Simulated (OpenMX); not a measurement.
**ZnO (zincite) under changes of volume**

One of the cells (11.900 Å³/atom); the others are scaled copies at fixed shape and fractional positions:

```
Zn O
1.0
     3.24931    0.00000    0.00000
    -1.62465    2.81398    0.00000
     0.00000    0.00000    5.20571
Zn O
2 2
Direct
  0.66667 0.33333 0.00000
  0.33333 0.66667 0.50000
  0.33333 0.66667 0.87901
  0.66667 0.33333 0.37901
```

- Program: OpenMX 3.8.5
- Functional: LDA
- Potentials or basis: OpenMX 2013 LDA set, Zn6.0H-s3p2d2, O6.0-s2p2d1, fixed grid of 36 × 36 × 70 points
- k mesh: 9 × 9 × 5
- Occupations: fermi-dirac, width 0.05 eV
- Spin: no spin polarisation

| volume (Å³/atom) | energy over the lowest point (meV/atom) | gap on the mesh (eV) | largest force (eV/Å) |
| --- | --- | --- | --- |
| 11.186 | 2.83 | 1.35 | 0.052 |
| 11.424 | 0.00 | 1.30 | 0.047 |
| 11.662 | 2.53 | 1.25 | 0.036 |
| 11.900 | ? | ? | ? |
| 12.138 | 20.00 | 1.14 | 0.030 |
| 12.376 | 34.73 | 1.09 | 0.023 |
| 12.614 | 52.37 | 1.04 | 0.019 |

Task: What does the run at 11.900 Å³/atom give?

Result: Energy over the lowest point 9.24 meV/atom; gap on the mesh 1.20 eV; largest force 0.034 eV/Å.

Worked out: A Birch-Murnaghan fit of order 3 (a polynomial in V^(-2/3)) to the other rows has its minimum at 11.43 Å³/atom with B0 = V·E''(V) = 162 GPa and B' = 4.3 at fixed shape and positions, which overstates the stiffness. It gives 9.24 meV/atom at 11.900 Å³/atom, against the run's 9.24. A straight line through the other rows of the gap, of slope -2.6 eV per unit of ln V (its deformation potential), gives 1.19 eV, against the run's 1.20.

Energies are extrapolated to zero smearing.

Caveats: the basis of atomic orbitals isn't converged, which shifts pressures, moduli and gaps.
